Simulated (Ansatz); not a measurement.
Reactions of CH$_{8}$OSiSn (`[SiH3]C[O][SnH3]`).

Isolated molecules relaxed with PBE0-D4/def2-TZVP in Ansatz; ΔE leaves out vibrations. CBS: MP2 limit from def2 TZ/QZ plus the TZ coupled-cluster correction, frozen cores. This one scheme is used for every species, atoms too. DFT in def2-TZVPP. Open shells (•) are unrestricted, without spin–orbit coupling. Spin–orbit coupling would lower the free atoms: a little for C, O, Si; strongly for Sn. Elements past krypton have def2 core potentials. For Cd, Sn outer-core shells are correlated without core-valence functions, so the limit isn't a true one: a few kJ/mol of doubt a bond, and 10 to 20 or more in all where bonds break to atoms. Each species was taken in one conformer, which may not be the lowest.

| reaction | B2PLYP (kJ/mol) | CCSD(T)/CBS(def2) (kJ/mol) |
| --- | --- | --- |
| `[SiH3]C[O][SnH3]` + `NC(N)=O` → `NC(=O)N[SiH3]` + `C[O][SnH3]` | -67 | -68 |
| `[SiH3]C[O][SnH3]` → C• + 8 H• + O• + Si• + Sn• | 3585 | 3661 |
| `[SiH3]C[O][SnH3]` + H–F → `FC[O][SnH3]` + SiH₄ | 7 | 21 |
| `[SiH3]C[O][SnH3]` → `[CH2]` (triplet) + `[SiH3][O][SnH3]` | 249 | 258 |
| `[SiH3]C[O][SnH3]` + `[NH2][Cd][OH]` → `[NH2][Cd][O][SiH3]` + `C[O][SnH3]` | -127 | -122 |
| `[SiH3]C[O][SnH3]` + `N[SiH2][SiH2]Cl` → `N[SiH2][SnH3]` + `[SiH3]CO[SiH2]Cl` | -116 | -113 |
| `[SiH3]C[O][SnH3]` → `[CH3][SnH2][SiH2]O` | -181 | -188 |
| `[SiH3]C[O][SnH3]` + `OCCO` → `OCCO[SiH3]` + `C[O][SnH3]` | -106 | -102 |

Largest T1 diagnostic: 0.016, for `[NH2][Cd][OH]`.
